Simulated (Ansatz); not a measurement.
A 2-atom cell of GaN started from a crystallographic database, relaxed with r2SCAN: 4 runs in the plane-wave code Ansatz, each a construction of maximally localised Wannier functions. It is cubic, Fm-3m (No. 225); conventional cell a = 4.217 Å, 9.37 Å³ an atom. Ga is surrounded by 6 N at 2.11 Å; N is surrounded by 6 Ga at 2.11 Å. Spin-unpolarised throughout; all numbers are computed.

```yaml
crystal:
  lattice:
    - [0.00000, 2.10852, 2.10852]
    - [2.10852, 0.00000, 2.10852]
    - [2.10852, 2.10852, 0.00000]
  atoms:
    - { symbol: Ga, position: [0.50000, 0.50000, 0.50000] }
    - { symbol: N, position: [0.00000, 0.00000, 0.00000] }
```

Windows count from the top of the filled bands; a dash means that no such window was set (without an outer window there is no disentanglement). Rows marked drawn have settings drawn at random (some not listed).

```tsv
functional	SCF mesh	trial orbitals	functions	mesh	window (eV)	frozen (eV)	settings	Ω total (Å²)	Ω invariant (Å²)	largest spread (Å²)	least projectability	interpolation miss of the model's filled bands (eV, to the nearest computed level)
PBE	8×8×8	N p	3	6×6×6	–	–	chosen	5.12	5.02	1.71	0.62	0.128
r2SCAN	8×8×8	N p	3	6×6×6	–	–	chosen	4.89	4.81	1.63	0.65	0.112
HSE06	6×6×6	N p	3	6×6×6	–	–	chosen	4.78	4.71	1.59	0.65	–
PBE	8×8×8	Ga s, N p (plain search)	4	6×6×6	-10.0 to +12.6	-7.0 to +1.4	drawn	6.13	5.98	1.86	0.15	0.085
```

1 of the rows take their functions from a window without a frozen part or with a poor projection: such a subspace needn't follow the bands named, so its spread can't be set beside the others.

A dash in the last column means that the miss wasn't evaluated.

Spin-orbit coupling is left out.
